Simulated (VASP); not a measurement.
# NaI under changes of volume

One of the cells (46.714 Å³/atom); the others are scaled copies at fixed shape and fractional positions:

```
Na I
1.0
     5.18486    0.00000    0.00000
    -2.59244    4.49022    0.00000
     0.00000    0.00000    8.02603
Na I
2 2
Direct
  0.33333 0.66667 0.38161
  0.66667 0.33333 0.88161
  0.33333 0.66667 0.99153
  0.66667 0.33333 0.49153
```

The cell was built by a generator and needn't be a form met in nature.

- Program: VASP 6.6.1
- Functional: PBE
- Potentials or basis: VASP PAW PBE potentials, release 64 (Na_pv, I)
- Cutoff: 520 eV
- k mesh: 6 × 6 × 4
- Occupations: fermi-dirac, width 0.05 eV
- Spin: no spin polarisation

```csv
volume (Å³/atom),energy over the lowest point (meV/atom),pressure (GPa),gap on the mesh (eV),largest force (eV/Å)
43.050,?,?,?,?
43.966,2.31,0.5,3.76,0.009
44.882,0.22,0.2,3.73,0.005
46.714,0.00,-0.2,3.67,0.003
47.630,1.60,-0.4,3.64,0.006
48.546,4.18,-0.5,3.61,0.009
```

Q: What does the run at 43.050 Å³/atom give?

A: Energy over the lowest point 5.93 meV/atom; pressure 0.8 GPa; gap on the mesh 3.80 eV; largest force 0.013 eV/Å.

Worked out: A Birch-Murnaghan fit of order 3 (a polynomial in V^(-2/3)) to the other rows has its minimum at 45.86 Å³/atom with B0 = V·E''(V) = 10.6 GPa and B' = 4.5 at fixed shape and positions, which overstates the stiffness. It gives 5.93 meV/atom at 43.050 Å³/atom, against the run's 5.93, and -dE/dV = 0.8 GPa, against 0.8. A straight line through the other rows of the gap, of slope -1.51 eV per unit of ln V (its deformation potential), extrapolates to 3.79 eV, against the run's 3.80.

Energies are extrapolated to zero smearing.

Caveats: spin-orbit coupling is left out, which moves the levels of the heavy elements.

A mesh can miss the band edges.
